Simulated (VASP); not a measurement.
# Al (Fm-3m) in VASP: a series of runs

Runs on Al. Level: LDA. Tasks: single point.

Everything below comes from runs of VASP 6.6.1. Logs are shortened: lines on timing, memory, paths and dates and some standing lists are left out, and cuts for length are marked.

**1. The undisturbed crystal**

Symmetry: Fm-3m, No. 225, cubic system. Conventional cell: a = 4.050 Å, b = 4.050 Å, c = 4.050 Å, α = 90.00°, β = 90.00°, γ = 90.00°. Al (site symmetry m-3m) is surrounded by 12 Al at 2.86 Å.

**2. Single point, LDA (grid = ENCUT=350 dk=0.6 cell=2x2x2 ISMEAR=1 SIGMA=0.1 LREAL=Auto EDIFF=1e-06)**

Contents of INCAR:

```
PREC = Accurate ; ENCUT = 350
EDIFF = 1E-6 ; ISMEAR = 1
SIGMA = 0.1 ; LREAL = Auto
LASPH = True ; NELM = 120
ALGO = Fast ; ISIF = 2
LWAVE = False ; LCHARG = False
NBANDS = 20
```

Contents of KPOINTS:

```
regular mesh
0
Gamma
  3 3 3
```

Contents of POSCAR:

```
Al
1.0
    0.0000000000      4.0496100000      4.0496100000
    4.0496100000      0.0000000000      4.0496100000
    4.0496100000      4.0496100000      0.0000000000
Al
8
Direct
    0.0000000000      0.0000000000      0.0000000000
    0.0000000000      0.0000000000      0.5000000000
    0.0000000000      0.5000000000      0.0000000000
    0.0000000000      0.5000000000      0.5000000000
    0.5000000000      0.0000000000      0.0000000000
    0.5000000000      0.0000000000      0.5000000000
    0.5000000000      0.5000000000      0.0000000000
    0.5000000000      0.5000000000      0.5000000000
```

Potentials or basis: VASP PAW LDA potentials, release 64 (Al).

On the command line:

```sh
cat potpaw_LDA.64/Al/POTCAR > POTCAR
mpirun -np 1 vasp_std > vasp.out
```

OUTCAR:

```text
PREC = Accurate
   ENCUT = 350
   EDIFF = 1E-6
   ISMEAR = 1
   LREAL = Auto
   LASPH = True
   NELM = 120
   ISIF = 2

 Found      4 irreducible k-points:

 Following reciprocal coordinates:
            Coordinates               Weight
  0.000000  0.000000  0.000000      1.000000
  0.333333  0.000000  0.000000      8.000000
  0.333333  0.333333  0.000000      6.000000
 -0.333333  0.333333  0.000000     12.000000
   k-points           NKPTS =      4   k-points in BZ     NKDIM =      4   number of bands    NBANDS=     20
   number of dos      NEDOS =    301   number of ions     NIONS =      8
   total plane-waves  NPLWV =  46656
   dimension x,y,z NGX =    36 NGY =   36 NGZ =   36
   dimension x,y,z NGXF=    72 NGYF=   72 NGZF=   72
   ions per type =               8
   NGX,Y,Z   is equivalent  to a cutoff of  10.45, 10.45, 10.45 a.u.
   NGXF,Y,Z  is equivalent  to a cutoff of  20.90, 20.90, 20.90 a.u.
 SYSTEM =  unknown system
   PREC   = accura    normal or accurate (medium, high low for compatibility)
   ISTART =      0    job   : 0-new  1-cont  2-samecut
   ICHARG =      2    charge: 1-file 2-atom 10-const
   ISPIN  =      1    spin polarized calculation?
   LNONCOLLINEAR =      F non collinear calculations
   LSORBIT =      F    spin-orbit coupling
   LASPH  =      T    aspherical Exc in radial PAW
   ENCUT  =  350.0 eV  25.72 Ry    5.07 a.u.   8.74  8.74  8.74*2*pi/ulx,y,z
   NELM   =    120;   NELMIN=  2; NELMDL= -5     # of ELM steps
   EDIFF  = 0.1E-05   stopping-criterion for ELM
   LREAL  =      T    real-space projection
   EDIFFG = 0.1E-04   stopping-criterion for IOM
   NSW    =      0    number of steps for IOM
   IBRION =     -1    ionic relax: 0-MD 1-quasi-New 2-CG
   NFREE  =      0    steps in history (QN), initial steepest desc. (CG)
   ISIF   =      2    stress and relaxation
   ISYM   =      2    0-nonsym 1-usesym 2-fastsym
   POTIM  = 0.5000    time-step for ionic-motion
   TEBEG  =    0.0;   TEEND  =   0.0 temperature during run
   PSTRESS=    0.0 pullay stress
   NELECT =      24.0000    total number of electrons
   NUPDOWN=      -1.0000    fix difference up-down
   EMIN   =  10.00;   EMAX   =-10.00  energy-range for DOS
   EFERMI =   0.00;   METHOD = LEGACY
   ISMEAR =     1;   SIGMA  =   0.10  broadening in eV -4-tet -1-fermi 0-gaus
   EFERMI_NEDOS =   21; number of points for ismear=-14 and -15
   IALGO  =     68    algorithm
   IMIX   =      4    mixing-type and parameters
     AMIX     =   0.40;   BMIX     =  1.00
     AMIX_MAG =   1.60;   BMIX_MAG =  1.00
  volume/ion in A,a.u.               =      16.60       112.04
  Fermi-wavevector in a.u.,A,eV,Ry     =   0.925526  1.748991 11.654733  0.856599
  Thomas-Fermi vector in A             =   2.051390
   LORBIT       =      0    0 simple, 1 ext, 2 COOP (PROOUT), +10 PAW based schemes
   GGA     = CA    functional components
   LHFCALC =     F    Hartree Fock is set to
   AEXX    =    0.0000 exact exchange contribution
   IVDW    =     0    specifies the selected vdW correction
   LEPSILON=     F    determine dielectric tensor
   LRPA    =     F    only Hartree local field effects (RPA)
 non-spin polarized calculation
 RMM-DIIS sequential band-by-band and
 Methfessel and Paxton  Order N= 1 SIGMA  =   0.10
  energy-cutoff  :      350.00
  volume of cell :      132.82
 maximum number of plane-waves:      1994
   NGX = 17   NGY = 17   NGZ = 17

 number of electron      24.0000000 magnetization

 Free energy of the ion-electron system (eV)
  ---------------------------------------------------
  ext. energy  EPLUGINS =         0.00000000
  ---------------------------------------------------
  free energy    TOTEN  =       -33.99065046 eV

  energy without entropy =      -33.98163473  energy(sigma->0) =      -33.98764522

 E-fermi :   8.0721     XC(G=0): -10.3209

 val. band max:        7.0691802794   @ k =   0.3333   0.3333   0.0000
 cond. band min:       8.0795568179   @ k =  -0.3333   0.3333   0.0000
 fundamental gap:      1.0103765385
 Fermi energy:         8.0720716993

 k-point     1 :       0.0000    0.0000    0.0000
  band No.  band energies     occupation
      1      -3.3312      2.00000
      2       3.2035      2.00000
      3       3.2035      2.00000
      4       3.2035      2.00000
      5       3.2035      2.00000
      6       3.3392      2.00000
[... 12 lines left out ...]
     19      13.2319      0.00000
     20      13.2319      0.00000

 k-point     2 :       0.3333    0.0000    0.0000
  band No.  band energies     occupation
      1      -2.5826      2.00000
      2      -0.3605      2.00000
      3       2.5467      2.00000
      4       2.5467      2.00000
      5       2.5467      2.00000
      6       3.2463      2.00000
[... 12 lines left out ...]
     19      13.8726      0.00000
     20      13.8754      0.00000

 k-point     3 :       0.3333    0.3333    0.0000
  band No.  band energies     occupation
      1      -2.3339      2.00000
      2       0.6140      2.00000
      3       1.3438      2.00000
      4       1.3438      2.00000
      5       1.3438      2.00000
      6       1.3438      2.00000
[... 12 lines left out ...]
     19      12.0689      0.00000
     20      12.7739      0.00000

 k-point     4 :      -0.3333    0.3333    0.0000
  band No.  band energies     occupation
      1      -1.3438      2.00000
      2      -0.6058      2.00000
      3      -0.6058      2.00000
      4       1.5835      2.00000
      5       1.5835      2.00000
      6       4.4493      2.00000
[... 12 lines left out ...]
     19      10.8434      0.00000
     20      10.8434      0.00000

------------------------ aborting loop because EDIFF is reached ----------------------------------------

  FORCE on cell =-STRESS in cart. coord.  units (eV):
  Direction    XX          YY          ZZ          XY          YZ          ZX
  --------------------------------------------------------------------------------------
  -------------------------------------------------------------------------------------
  Total       -2.6298429     -2.6298429     -2.6298429      0.0000000     -0.0000000      0.0000000
  in kB      -31.7227474    -31.7227474    -31.7227474      0.0000000     -0.0000000      0.0000000
  external PRESSURE =     -31.7227474 kB  Pullay stress =       0.0000000 kB

 VOLUME and BASIS-vectors are now :
 -----------------------------------------------------------------------------
  energy-cutoff  :      350.00
  volume of cell :      132.82
      direct lattice vectors                 reciprocal lattice vectors
     0.000000000  4.049610000  4.049610000    -0.123468680  0.123468680  0.123468680
     4.049610000  0.000000000  4.049610000     0.123468680 -0.123468680  0.123468680
     4.049610000  4.049610000  0.000000000     0.123468680  0.123468680 -0.123468680

 POSITION                                       TOTAL-FORCE (eV/Angst)
 -----------------------------------------------------------------------------------
      0.00000      0.00000      0.00000         0.000000      0.000000     -0.000000
      2.02481      2.02481      0.00000         0.000000      0.000000     -0.000000
      2.02481      0.00000      2.02481        -0.000000      0.000000      0.000000
      4.04961      2.02481      2.02481        -0.000000     -0.000000      0.000000
      0.00000      2.02481      2.02481         0.000000      0.000000      0.000000
      2.02481      4.04961      2.02481        -0.000000      0.000000     -0.000000
      2.02481      2.02481      4.04961        -0.000000     -0.000000     -0.000000
      4.04961      4.04961      4.04961        -0.000000      0.000000     -0.000000
 -----------------------------------------------------------------------------------
    total drift:                               -0.000000     -0.000000     -0.000000

  FREE ENERGIE OF THE ION-ELECTRON SYSTEM (eV)
  ---------------------------------------------------
  free  energy   TOTEN  =       -33.9906504592 eV

  energy  without entropy=      -33.9816347277  energy(sigma->0) =      -33.98764522
```

stdout:

```text
POSCAR found type information on POSCAR Al
 POSCAR found :  1 types and       8 ions
 scaLAPACK will be used
 -----------------------------------------------------------------------------
|                                                                             |
|                                                                             |
|     You have a (more or less) 'small supercell' and for smaller cells       |
|     it is recommended to use the reciprocal-space projection scheme!        |
|     The real-space optimization is not efficient for small cells and it     |
|     is also less accurate ...                                               |
|     Therefore, set LREAL=.FALSE. in the INCAR file.                         |
|                                                                             |
 -----------------------------------------------------------------------------

 LDA part: xc-table for (Slater(with rela. corr.)+CA(PZ))
 , standard interpolation
 POSCAR, INCAR and KPOINTS ok, starting setup
 FFT: planning ... GRIDC
 FFT: planning ... GRID_SOFT
 FFT: planning ... GRID
 WAVECAR not read
 entering main loop
```

Wall time 11 s (1 thread of Intel Xeon Platinum 8175M at 2.50GHz (Skylake/Cascade Lake), shared host); peak memory 0.15 GiB.

These settings aren't checked as converged: the numbers below hold their error.

Results:

```yaml
Free_energy: -33.9907 eV
Pressure: -3.2 GPa
Band_gap_on_the_k_mesh: none (metal or under the smearing width)
```

Caveat: the k mesh is coarse (spacing up to 0.45 Å⁻¹), so the values aren't converged.

**3. Single point, LDA (grid = ENCUT=250 dk=0.35 cell=2x2x2 ISMEAR=1 SIGMA=0.1 LREAL=Auto EDIFF=1e-06)**

Edit INCAR of step 2 so:

```diff
@@ -1,2 +1,2 @@
-PREC = Accurate ; ENCUT = 350
+PREC = Accurate ; ENCUT = 250
 EDIFF = 1E-6 ; ISMEAR = 1
```

Contents of KPOINTS:

```
regular mesh
0
Gamma
  4 4 4
```

POSCAR is that of step 2.

Potentials or basis: VASP PAW LDA potentials, release 64 (Al).

On the command line:

```sh
cat potpaw_LDA.64/Al/POTCAR > POTCAR
mpirun -np 1 vasp_std > vasp.out
```

OUTCAR:

```text
PREC = Accurate
   ENCUT = 250
   EDIFF = 1E-6
   ISMEAR = 1
   LREAL = Auto
   LASPH = True
   NELM = 120
   ISIF = 2

 Found      8 irreducible k-points:

 Following reciprocal coordinates:
            Coordinates               Weight
  0.000000  0.000000  0.000000      1.000000
  0.250000  0.000000  0.000000      8.000000
  0.500000  0.000000  0.000000      4.000000
  0.250000  0.250000  0.000000      6.000000
  0.500000  0.250000  0.000000     24.000000
 -0.250000  0.250000  0.000000     12.000000
[... 222 lines left out ...]
  Total       -3.0692423     -3.0692423     -3.0692423      0.0000000     -0.0000000      0.0000000
  in kB      -37.0230467    -37.0230467    -37.0230467      0.0000000     -0.0000000      0.0000000
  external PRESSURE =     -37.0230467 kB  Pullay stress =       0.0000000 kB

 VOLUME and BASIS-vectors are now :
 -----------------------------------------------------------------------------
  energy-cutoff  :      250.00
  volume of cell :      132.82
      direct lattice vectors                 reciprocal lattice vectors
     0.000000000  4.049610000  4.049610000    -0.123468680  0.123468680  0.123468680
     4.049610000  0.000000000  4.049610000     0.123468680 -0.123468680  0.123468680
     4.049610000  4.049610000  0.000000000     0.123468680  0.123468680 -0.123468680

 POSITION                                       TOTAL-FORCE (eV/Angst)
 -----------------------------------------------------------------------------------
      0.00000      0.00000      0.00000        -0.000000      0.000000     -0.000000
      2.02481      2.02481      0.00000         0.000000     -0.000000      0.000000
      2.02481      0.00000      2.02481         0.000000     -0.000000      0.000000
      4.04961      2.02481      2.02481         0.000000     -0.000000     -0.000000
      0.00000      2.02481      2.02481         0.000000     -0.000000     -0.000000
      2.02481      4.04961      2.02481         0.000000      0.000000      0.000000
      2.02481      2.02481      4.04961        -0.000000     -0.000000      0.000000
      4.04961      4.04961      4.04961        -0.000000     -0.000000     -0.000000
 -----------------------------------------------------------------------------------
    total drift:                               -0.000000     -0.000000     -0.000000

  FREE ENERGIE OF THE ION-ELECTRON SYSTEM (eV)
  ---------------------------------------------------
  free  energy   TOTEN  =       -33.3484482516 eV

  energy  without entropy=      -33.3399684141  energy(sigma->0) =      -33.34562164
```

Wall time 16 s (1 thread of Intel Xeon Platinum 8175M at 2.50GHz (Skylake/Cascade Lake), shared host); peak memory 0.13 GiB.

These settings aren't checked as converged: the numbers below hold their error.

What came out:

```yaml
Free_energy: -33.3484 eV
Band_gap_on_the_k_mesh: none (metal or under the smearing width)
```

Caveat: the cutoff is under 1.25 times the usual one of these potentials, so pressure, stress and relaxed cells hold a basis-set (Pulay) error.

**4. Single point, LDA (grid = ENCUT=350 dk=0.45 cell=2x2x2 ISMEAR=1 SIGMA=0.1 LREAL=Auto EDIFF=1e-06)**

Edit INCAR of step 3 so:

```diff
@@ -1,2 +1,2 @@
-PREC = Accurate ; ENCUT = 250
+PREC = Accurate ; ENCUT = 350
 EDIFF = 1E-6 ; ISMEAR = 1
```

Contents of KPOINTS:

```
regular mesh
0
Gamma
  3 3 3
```

POSCAR is that of step 3.

On the command line:

```sh
cat potpaw_LDA.64/Al/POTCAR > POTCAR
mpirun -np 1 vasp_std > vasp.out
```

Run time: 11 s. Hardware: 1 thread of Intel Xeon Platinum 8175M at 2.50GHz (Skylake/Cascade Lake), shared host; peak memory 0.15 GiB.

The run converged, but some of its settings lie outside the range that counts as converged, so its numbers aren't taken as properties of the crystal.

Results:

```yaml
Free_energy: -33.9907 eV
Pressure: -3.2 GPa
Band_gap_on_the_k_mesh: none (metal or under the smearing width)
```

Caveat: the k mesh is coarse (spacing up to 0.45 Å⁻¹), so the values aren't converged.

(Part 1 of 2 ends here.)
